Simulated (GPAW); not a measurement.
# NaCl (Fm-3m) in GPAW: notebook, part 2 of 2

GPAW 26.7.0.

## Step 3: Band structure, LDA

run.py

```python
import spglib
from ase import Atoms
from ase.dft.bandgap import bandgap
from ase.io import read, write
from ase.units import GPa
from gpaw import GPAW, PW

atoms = read('NaCl.cif')
cell, positions, numbers = spglib.find_primitive(
    (atoms.cell[:], atoms.get_scaled_positions(), atoms.numbers), symprec=1e-4)
atoms = Atoms(numbers, cell=cell, scaled_positions=positions, pbc=True)

calc = GPAW(mode=PW(800),
            xc='LDA',
            kpts={'size': (7, 7, 7), 'gamma': True},
            occupations={'name': 'fermi-dirac', 'width': 0.05},
            nbands=15,
            convergence={'density': 1e-05, 'energy': 1e-05},
            maxiter=150,
            txt='gpaw.txt')
atoms.calc = calc
energy = atoms.get_potential_energy()
forces = atoms.get_forces()
stress = atoms.get_stress()
calc.write('gs.gpw')
write('result.traj', atoms)
print(f'Energy: {energy:.6f} eV')
print('Forces (eV/A):')
print(forces.round(4))
print('Stress (GPa):', (stress / GPa).round(3))
print('Fermi level:', round(calc.get_fermi_level(), 4), 'eV')
print(f'Gap: {bandgap(calc)[0]:.4f} eV, direct: {bandgap(calc, direct=True)[0]:.4f} eV')

path = atoms.cell.bandpath('GXWKGLUWLK,UX', npoints=100, eps=1e-4)
bs_calc = calc.fixed_density(kpts=path, symmetry='off', nbands=26,
                             convergence={'bands': 'CBM+6.0', 'eigenstates': 1e-6}, txt='bands.txt')
bs = bs_calc.band_structure()
bs.write('bs.json')
print(f'Gap on the path: {bandgap(bs_calc)[0]:.4f} eV')
```

NaCl.cif

```cif
data_NaCl
_cell_length_a 5.58812644
_cell_length_b 5.58812644
_cell_length_c 5.58812644
_cell_angle_alpha 90.00000000
_cell_angle_beta 90.00000000
_cell_angle_gamma 90.00000000
_space_group_name_H-M_alt 'Fm-3m'
_space_group_name_Hall '-F 4 2 3'
_space_group_IT_number 225
loop_
_space_group_symop_operation_xyz
'x,y,z'
'-x,-y,-z'
'-y,x,z'
'y,-x,-z'
'-x,-y,z'
'x,y,-z'
'y,-x,z'
'-y,x,-z'
'x,-y,-z'
'-x,y,z'
'-y,-x,-z'
'y,x,z'
'-x,y,-z'
'x,-y,z'
'y,x,-z'
'-y,-x,z'
'z,x,y'
'-z,-x,-y'
'z,-y,x'
'-z,y,-x'
'z,-x,-y'
'-z,x,y'
'z,y,-x'
'-z,-y,x'
'-z,x,-y'
'z,-x,y'
'-z,-y,-x'
'z,y,x'
'-z,-x,y'
'z,x,-y'
'-z,y,x'
'z,-y,-x'
'y,z,x'
'-y,-z,-x'
'x,z,-y'
'-x,-z,y'
'-y,z,-x'
'y,-z,x'
'-x,z,y'
'x,-z,-y'
'-y,-z,x'
'y,z,-x'
'-x,-z,-y'
'x,z,y'
'y,-z,-x'
'-y,z,x'
'x,-z,y'
'-x,z,-y'
'x,y+1/2,z+1/2'
'-x,-y+1/2,-z+1/2'
'-y,x+1/2,z+1/2'
[... 62 lines left out ...]
'-z+1/2,-x,-y+1/2'
'z+1/2,-y,x+1/2'
'-z+1/2,y,-x+1/2'
'z+1/2,-x,-y+1/2'
'-z+1/2,x,y+1/2'
'z+1/2,y,-x+1/2'
'-z+1/2,-y,x+1/2'
'-z+1/2,x,-y+1/2'
'z+1/2,-x,y+1/2'
'-z+1/2,-y,-x+1/2'
'z+1/2,y,x+1/2'
'-z+1/2,-x,y+1/2'
'z+1/2,x,-y+1/2'
'-z+1/2,y,x+1/2'
'z+1/2,-y,-x+1/2'
'y+1/2,z,x+1/2'
'-y+1/2,-z,-x+1/2'
'x+1/2,z,-y+1/2'
'-x+1/2,-z,y+1/2'
'-y+1/2,z,-x+1/2'
'y+1/2,-z,x+1/2'
'-x+1/2,z,y+1/2'
'x+1/2,-z,-y+1/2'
'-y+1/2,-z,x+1/2'
'y+1/2,z,-x+1/2'
'-x+1/2,-z,-y+1/2'
'x+1/2,z,y+1/2'
'y+1/2,-z,-x+1/2'
'-y+1/2,z,x+1/2'
'x+1/2,-z,y+1/2'
'-x+1/2,z,-y+1/2'
'x+1/2,y+1/2,z'
'-x+1/2,-y+1/2,-z'
'-y+1/2,x+1/2,z'
'y+1/2,-x+1/2,-z'
'-x+1/2,-y+1/2,z'
'x+1/2,y+1/2,-z'
'y+1/2,-x+1/2,z'
'-y+1/2,x+1/2,-z'
'x+1/2,-y+1/2,-z'
'-x+1/2,y+1/2,z'
'-y+1/2,-x+1/2,-z'
'y+1/2,x+1/2,z'
'-x+1/2,y+1/2,-z'
'x+1/2,-y+1/2,z'
'y+1/2,x+1/2,-z'
'-y+1/2,-x+1/2,z'
'z+1/2,x+1/2,y'
'-z+1/2,-x+1/2,-y'
'z+1/2,-y+1/2,x'
'-z+1/2,y+1/2,-x'
'z+1/2,-x+1/2,-y'
'-z+1/2,x+1/2,y'
'z+1/2,y+1/2,-x'
'-z+1/2,-y+1/2,x'
'-z+1/2,x+1/2,-y'
'z+1/2,-x+1/2,y'
'-z+1/2,-y+1/2,-x'
'z+1/2,y+1/2,x'
'-z+1/2,-x+1/2,y'
'z+1/2,x+1/2,-y'
'-z+1/2,y+1/2,x'
'z+1/2,-y+1/2,-x'
'y+1/2,z+1/2,x'
'-y+1/2,-z+1/2,-x'
'x+1/2,z+1/2,-y'
'-x+1/2,-z+1/2,y'
'-y+1/2,z+1/2,-x'
'y+1/2,-z+1/2,x'
'-x+1/2,z+1/2,y'
'x+1/2,-z+1/2,-y'
'-y+1/2,-z+1/2,x'
'y+1/2,z+1/2,-x'
'-x+1/2,-z+1/2,-y'
'x+1/2,z+1/2,y'
'y+1/2,-z+1/2,-x'
'-y+1/2,z+1/2,x'
'x+1/2,-z+1/2,y'
'-x+1/2,z+1/2,-y'
loop_
_atom_site_label
_atom_site_type_symbol
_atom_site_symmetry_multiplicity
_atom_site_Wyckoff_symbol
_atom_site_fract_x
_atom_site_fract_y
_atom_site_fract_z
_atom_site_occupancy
Cl1 Cl 4 b 0.5000000000 0.0000000000 0.0000000000 1
Na1 Na 4 a 0.0000000000 0.0000000000 0.0000000000 1
```

Potentials or basis: the program's PAW data sets (release 1.2.1) made for this functional, pw.

The run is started by

```bash
$ OMP_NUM_THREADS=1 python run.py
```

It took 53 s on 1 thread of Arm Neoverse V2, shared host; peak memory 0.33 GiB.

It converged, with:

```
Free energy             : -7.3887 eV
Pressure                : -1.7 GPa
Band gap on the k mesh  : 4.80 eV, direct
Band gap along the path : 4.80 eV, direct
```

Levels at the corners of the path, in eV from the valence-band top:
```tsv
point	band 3	band 4	band 5	band 6	band 7	band 8	band 9	band 10	band 11
Γ	-20.74	-12.67	0.00	0.00	0.00	4.80	10.78	10.78	10.78
X	-20.75	-12.24	-1.81	-0.65	-0.65	7.23	7.68	11.14	14.61
W	-20.76	-12.22	-1.30	-1.30	-0.83	8.58	9.42	9.42	11.09
K	-20.75	-12.23	-1.54	-1.22	-0.54	7.91	8.76	10.33	12.52
Γ	-20.74	-12.67	0.00	0.00	0.00	4.80	10.78	10.78	10.78
L	-20.75	-12.29	-2.11	-0.29	-0.29	6.92	10.49	10.66	10.66
U	-20.75	-12.23	-1.54	-1.22	-0.54	7.91	8.76	10.33	12.52
W	-20.76	-12.22	-1.30	-1.30	-0.83	8.58	9.42	9.42	11.09
L	-20.75	-12.29	-2.11	-0.29	-0.29	6.92	10.49	10.66	10.66
K	-20.75	-12.23	-1.54	-1.22	-0.54	7.91	8.76	10.33	12.52
U	-20.75	-12.23	-1.54	-1.22	-0.54	7.91	8.76	10.33	12.52
X	-20.75	-12.24	-1.81	-0.65	-0.65	7.23	7.68	11.14	14.61
```

## Step 4: Equation of state, PBE+D3(BJ)

run.py

```python
from ase.calculators.mixing import SumCalculator
from ase.eos import EquationOfState
from ase.io import Trajectory, read
from ase.units import GPa
from dftd3.ase import DFTD3
from gpaw import GPAW, PW

atoms = read('NaCl.xyz')

traj = Trajectory('eos.traj', 'w')
volumes, energies = [], []
for x in [0.94, 0.96, 0.98, 1.0, 1.02, 1.04, 1.06]:
    a = atoms.copy()
    a.set_cell(atoms.cell * x**(1 / 3), scale_atoms=True)
    calc = GPAW(mode=PW(800),
                xc='PBE',
                kpts={'size': (7, 7, 7), 'gamma': True},
                occupations={'name': 'fermi-dirac', 'width': 0.05},
                nbands=15,
                convergence={'density': 1e-05, 'energy': 1e-05},
                maxiter=150,
                txt=f'eos-{x:.2f}.txt')
    a.calc = SumCalculator([calc, DFTD3(method='pbe', damping='d3bj')])
    energies.append(a.get_potential_energy())
    volumes.append(a.get_volume())
    p = -a.get_stress()[:3].mean() / GPa
    calc.write(f'eos-{x:.2f}.gpw')
    traj.write(a)
    print(f'{x:.2f} {volumes[-1]:10.4f} A^3 {energies[-1]:14.6f} eV {p:9.3f} GPa', flush=True)

v0, e0, B = EquationOfState(volumes, energies, eos='birchmurnaghan').fit()
print(f'V0 = {v0:.4f} A^3, E0 = {e0:.6f} eV, B0 = {B / GPa:.2f} GPa')
```

NaCl.xyz

```xyz
2
Lattice="0.0000000000 2.7940632177 2.7940632177 2.7940632177 0.0000000000 2.7940632177 2.7940632177 2.7940632177 0.0000000000" Properties=species:S:1:pos:R:3 pbc="T T T"
Cl     2.7940632177      2.7940632177      2.7940632177
Na     0.0000000000      0.0000000000      0.0000000000
```

Potentials or basis: GPAW PAW data sets (gpaw-data 1.2.1), pw.

The run is started by

```bash
$ OMP_NUM_THREADS=1 python run.py
```

Wall time 74 s (1 thread of Arm Neoverse V2, shared host); peak memory 0.22 GiB.

Results (log left out):

```yaml
Equilibrium_volume: 21.69 Å³/atom
Bulk_modulus: 28 GPa
Pressure_derivative_of_the_bulk_modulus: 4.7
```

Energy against volume, from the lowest point:
```
volume (Å³/atom)  energy (meV/atom)
          20.504               6.22
          20.940               2.36
          21.376               0.35
          21.813               0.00
          22.249               1.12
          22.685               3.55
          23.121               7.15
```

## Step 5: Band structure, AM05

run.py

```python
from ase import Atoms
from ase.dft.bandgap import bandgap
from ase.io import write
from ase.units import GPa
from gpaw import GPAW, PW, setup_paths

setup_paths.insert(0, '.')

atoms = Atoms(['Cl', 'Na'],
              cell=[[0.0, 2.7940632177, 2.7940632177],
                    [2.7940632177, 0.0, 2.7940632177],
                    [2.7940632177, 2.7940632177, 0.0]],
              scaled_positions=[[0.5, 0.5, 0.5],
                                [0.0, 0.0, 0.0]],
              pbc=True)

calc = GPAW(mode=PW(800),
            xc='AM05',
            kpts={'size': (7, 7, 7), 'gamma': True},
            occupations={'name': 'fermi-dirac', 'width': 0.05},
            nbands=15,
            convergence={'density': 1e-05, 'energy': 1e-05},
            maxiter=150,
            txt='gpaw.txt')
atoms.calc = calc
energy = atoms.get_potential_energy()
forces = atoms.get_forces()
stress = atoms.get_stress()
calc.write('gs.gpw')
write('result.traj', atoms)
print(f'Energy: {energy:.6f} eV')
print('Forces (eV/A):')
print(forces.round(4))
print('Stress (GPa):', (stress / GPa).round(3))
print('Fermi level:', round(calc.get_fermi_level(), 4), 'eV')
print(f'Gap: {bandgap(calc)[0]:.4f} eV, direct: {bandgap(calc, direct=True)[0]:.4f} eV')

path = atoms.cell.bandpath('GXWKGLUWLK,UX', npoints=80, eps=1e-4)
bs_calc = calc.fixed_density(kpts=path, symmetry='off', nbands=26,
                             convergence={'bands': 'CBM+6.0', 'eigenstates': 1e-6}, txt='bands.txt')
bs = bs_calc.band_structure()
bs.write('bs.json')
print(f'Gap on the path: {bandgap(bs_calc)[0]:.4f} eV')
```

Potentials or basis: PAW data sets generated in the run's folder for this functional, pw.

The run is started by

```bash
$ gpaw-setup -f AM05 Cl Na
$ OMP_NUM_THREADS=1 python run.py
```

It took 42 s on 1 thread of Intel Xeon Platinum 8488C (Sapphire Rapids), shared host; peak memory 0.31 GiB.

The run converged. Its results:

```
Free energy             : -6.6763 eV
Pressure                : 1.2 GPa
Band gap on the k mesh  : 5.24 eV, direct
Band gap along the path : 5.24 eV, direct
```

Levels at the corners of the path, in eV from the valence-band top:
```
point  band 4  band 5  band 6  band 7  band 8  band 9  band 10  band 11
    Γ  -12.67    0.00    0.00    0.00    5.24   11.03    11.03    11.03
    X  -12.25   -1.74   -0.62   -0.62    7.63    7.98    11.51    15.05
    W  -12.23   -1.24   -1.24   -0.79    8.95    9.71     9.71    11.45
    K  -12.24   -1.47   -1.17   -0.52    8.27    9.09    10.65    12.82
    Γ  -12.67    0.00    0.00    0.00    5.24   11.03    11.03    11.03
    L  -12.29   -2.01   -0.28   -0.28    7.28   10.88    10.94    10.94
    U  -12.24   -1.47   -1.17   -0.52    8.27    9.09    10.65    12.82
    W  -12.23   -1.24   -1.24   -0.79    8.95    9.71     9.71    11.45
    L  -12.29   -2.01   -0.28   -0.28    7.28   10.88    10.94    10.94
    K  -12.24   -1.47   -1.17   -0.52    8.27    9.09    10.65    12.82
    U  -12.24   -1.47   -1.17   -0.52    8.27    9.09    10.65    12.82
    X  -12.25   -1.74   -0.62   -0.62    7.63    7.98    11.51    15.05
```

Expect the measured gap to be larger: semilocal functionals such as AM05 lack the derivative discontinuity.

## Step 6: The runs side by side

| task | level | potentials or basis | band path | band points | gap on the mesh (eV) | pressure (GPa) |
| --- | --- | --- | --- | --- | --- | --- |
| equation of state | r2SCAN+D4 | GPAW PAW data sets (gpaw-data 1.2.1), pw | - | - | - | - |
| band structure | LDA | the program's PAW data sets (release 1.2.1) made for this functional, pw | GXWKGLUWLK,UX | 100 | 4.80 | -1.7 |
| equation of state | PBE+D3(BJ) | GPAW PAW data sets (gpaw-data 1.2.1), pw | - | - | - | - |
| band structure | AM05 | PAW data sets generated in the run's folder for this functional, pw | GXWKGLUWLK,UX | 80 | 5.24 | 1.2 |

Alike in all rows: no spin polarisation; cell as given; k mesh 7 × 7 × 7; cutoff (eV) 800; smearing fermi-dirac 0.05 eV.

Caveats: the points scatter about the fit (some runs); the PAW data sets were made with another functional, which shifts forces and pressure a little (some runs).

Total energies depend on the potentials used, so only differences within one code and one set of settings carry meaning.
